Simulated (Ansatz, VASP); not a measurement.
# Two plane-wave programs on KI

```
CELL_PARAMETERS angstrom
0.00000 3.53277 3.53277
3.53277 0.00000 3.53277
3.53277 3.53277 0.00000
ATOMIC_POSITIONS crystal
K 0.00000 0.00000 0.00000
I 0.50000 0.50000 0.50000
```

Alike in both runs: task relaxation of cell and atoms; functional PBE; k mesh 6 × 6 × 6; occupations gaussian, width 0.02 eV; no spin polarisation.

|  | VASP | Ansatz |
| --- | --- | --- |
| version | VASP 6.6.1 | Ansatz 0.2.0 |
| potentials or method | VASP PAW PBE potentials, release 64 (K_sv, I) | scalar-relativistic, plane waves, PAW |
| plane-wave cutoff (eV) | 600 | 420 |
| valence electrons in the cell | 16 | 26 |

VASP gave:

| Item | Value |
| --- | --- |
| gap on the k mesh at the Fermi level, each at its own relaxed structure (eV) | 3.85 |
| relaxed volume (Å³/atom) | 46.44 |
| relaxed cell length with the largest relative difference (Å) | 5.083 |
| energy change over the relaxation (meV/atom) | -4 |

Task: Estimate Ansatz's values.

Result: gap on the k mesh at the Fermi level, each at its own relaxed structure (eV): 3.86; relaxed volume (Å³/atom): 46.20; relaxed cell length with the largest relative difference (Å): 5.074; energy change over the relaxation (meV/atom): -4.

The two sets of potentials don't hold the same shells in valence.

Caveats: spin-orbit coupling is left out, which moves the levels of the heavy elements. PBE gaps usually lie below the measured ones, often by a third to a half. PBE usually gives volumes a little too large and moduli too small.
